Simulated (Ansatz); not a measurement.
## Cr, space group Im-3m: a relaxation of the ions

Computed with Ansatz's Python interface.

The script, `run_relax.py`:
```python
# -*- coding: utf-8 -*-
"""Geometry optimisation of Cr from a disturbed start."""

from pathlib import Path

import ansatz as az
from ase import Atoms
from ase.neighborlist import neighbor_list
import numpy as np
from pymatgen.core import Structure


def main():
    lattice = az.Lattice.of(
        (2.968899, 0.0, 0.0),
        (0.0, 2.968899, 0.0),
        (0.0, 0.0, 2.968899),
    )
    sites = [
        ("Cr", (0.0, 0.0, 0.0), 3),
        ("Cr", (0.5, 0.5, 0.5), -3),
    ]
    cr = az.Crystal(lattice=lattice)
    for symbol, position, moment in sites:
        cr = cr.atom(symbol, position, moment=moment or None)
    # push one atom off its site

    setup = (
        cr.move(1, to=(0.5, 0.5, 0.550524)).fix(0).calculation()
        .functional("pbe")
        .pseudopotentials("nc")
        .accuracy("low")  # preset for grids and thresholds
        .kpoints(density=2.0)  # sampling of the Brillouin zone
        .occupations(az.OccupationsMethod.COLD, width=0.15)  # the run then minimises F = E - TS
        .spin("collinear")
        .scf(tolerance=1e-08, max_iterations=80)
        .relax()  # relax until the tolerances are met
        .density()
        .potential()
        .electron_localization_function()  # 1 for a lone pair or bond, 0.5 for a uniform gas
        .output_files(volumetric_format="npy")
    )
    steps = []


    def collect(event):
        if event["event"] == "relax_step":
            steps.append(event["data"])


    res = setup.session().plan().execute(on_event=collect)
    summary = res.report
    for s in steps:
        flag = "" if s["accepted"] else "  (rejected)"
        print("step %2d  E = %.5f eV  largest force component = %.4f eV/A%s" % (s["step"], s["lagrangian_ev"], s["allowed_force_max_ev_ang"], flag))

    first, last = steps[0], steps[-1]
    symbols = [site.symbol for site in res.lattice.sites]
    print(f"energy gained {first['lagrangian_ev'] - last['lagrangian_ev']:.4f} eV in {len(steps) - 1} steps")

    final = Atoms(symbols, positions=last["positions_ang"], cell=res.lattice.cell_ang, pbc=True)
    i, j, d = neighbor_list("ijd", final, 4.5)
    print("neighbours within 1.15 times the shortest distance of each atom (A)")
    for atom in range(len(final)):
        near = [m for m in np.argsort(d) if i[m] == atom]
        shell = [m for m in near if d[m] < 1.15 * d[near[0]]]
        print(f"{symbols[atom]}{atom} ({len(shell)}):", ", ".join(f"{symbols[j[m]]} {d[m]:.3f}" for m in shell))

    print("atom   start x y z (A)              end x y z (A)")
    for symbol, a, b in zip(symbols, first["positions_ang"], last["positions_ang"]):
        print(f"{symbol:3s}", " ".join(f"{v:8.4f}" for v in a), "  ", " ".join(f"{v:8.4f}" for v in b))

    energy = summary["free_energy_ev"]
    print("Cr: {:.6f} eV = {:.6f} Ry = {:.6f} Ha".format(energy, energy / 13.605693, energy / 27.211386))
    print("Fermi level {:.4f} eV, {} k-points, {} symmetry operations".format(summary["fermi_energy_ev"], summary["n_kpoints"], summary["n_symmetry_ops"]))

    final = Structure(res.lattice.cell_ang, [s.symbol for s in res.lattice.sites], [s.position_frac for s in res.lattice.sites])
    # count neighbours out to a fixed multiple of the shortest distance
    for index, (site, neighbours) in enumerate(zip(final, final.get_all_neighbors(5.5))):
        first = min(n.nn_distance for n in neighbours)
        shell = [n for n in neighbours if n.nn_distance < 1.2 * first]
        mean = sum(n.nn_distance for n in shell) / len(shell)
        print(f"atom {index} {site.specie.symbol}: {len(shell)} neighbours within 1.2 of the shortest distance, mean {mean:.3f} A")

    folder = Path(res.write_results("fields"))
    print("densities in e/A^3, potentials in eV, ELF without unit")
    for name in sorted(p.name for p in folder.glob("*.npy")):
        field = np.load(folder / name)
        print(f"{name:16s} {str(field.shape):16s} min {field.min():10.4f}  mean {field.mean():10.4f}  max {field.max():10.4f}")


if __name__ == "__main__":
    main()
```

Output of `python run_relax.py`:
```text
DeckWarning: basis.ecutwfc = 1278.935154 eV, auto-derived from the records' recommended cutoffs: set by Cr (normal level)
step  1  E = -5174.05024 eV  largest force component = 0.4957 eV/A
step  2  E = -5174.06673 eV  largest force component = 0.4217 eV/A
step  3  E = -5174.07941 eV  largest force component = 0.3453 eV/A
step  4  E = -5174.09421 eV  largest force component = 0.0053 eV/A
energy gained 0.0440 eV in 3 steps
neighbours within 1.15 times the shortest distance of each atom (A)
Cr0 (8): Cr 2.570, Cr 2.570, Cr 2.570, Cr 2.570, Cr 2.572, Cr 2.572, Cr 2.572, Cr 2.572
Cr1 (8): Cr 2.570, Cr 2.570, Cr 2.570, Cr 2.570, Cr 2.572, Cr 2.572, Cr 2.572, Cr 2.572
atom   start x y z (A)              end x y z (A)
Cr    0.0000   0.0000   0.0000      0.0000   0.0000   0.0000
Cr    1.4844   1.4844   1.6345      1.4844   1.4844   1.4833
Cr: -5174.094208 eV = -380.288913 Ry = -190.144457 Ha
Fermi level 16.7697 eV, 18 k-points, 8 symmetry operations
atom 0 Cr: 14 neighbours within 1.2 of the shortest distance, mean 2.742 A
atom 1 Cr: 14 neighbours within 1.2 of the shortest distance, mean 2.742 A
densities in e/A^3, potentials in eV, ELF without unit
elf.npy          (32, 32, 32)     min     0.0009  mean     0.3392  max     0.8372
elf_dn.npy       (32, 32, 32)     min     0.0009  mean     0.3364  max     0.8419
elf_up.npy       (32, 32, 32)     min     0.0009  mean     0.3364  max     0.8419
rho.npy          (32, 32, 32)     min     0.2327  mean     1.0700  max    14.8220
rho_spin.npy     (32, 32, 32)     min    -1.8026  mean     0.0000  max     1.7998
v_es.npy         (32, 32, 32)     min  -438.0251  mean     4.9958  max    19.5539
v_tot_dn.npy     (32, 32, 32)     min  -508.9255  mean    -8.2805  max     9.3287
v_tot_up.npy     (32, 32, 32)     min  -508.9262  mean    -8.2805  max     9.3278
```
(Warnings from the package without file and line.)

Notes:
- The settings weren't tested for convergence.
- The magnetic order follows from the starting moments and needn't be the lowest.
- Cold and Methfessel-Paxton smearing aren't meant for a gap as narrow as their width.
- The Fermi level of a run with fixed occupations marks the highest occupied state on its mesh, not mid-gap.
- The k-point mesh is coarse, and energy and stress weren't tested for convergence.
- Only differences from the Fermi energy are physical; the zero of the scale is a convention.
- Energies along a relaxation are free energies. A last row that repeats the one before re-solves the same geometry more tightly.
- The fields are valence quantities on the plane-wave grid; their values near the nuclei depend on the potentials.
- Run time: 47 s on 1 thread of Arm Neoverse V1, on a shared host, peak memory 0.46 GiB.

(A comment or docstring line of the script was reworded after the run, the code is as it ran; lines on the test bed's own set-up are left out of the output.)
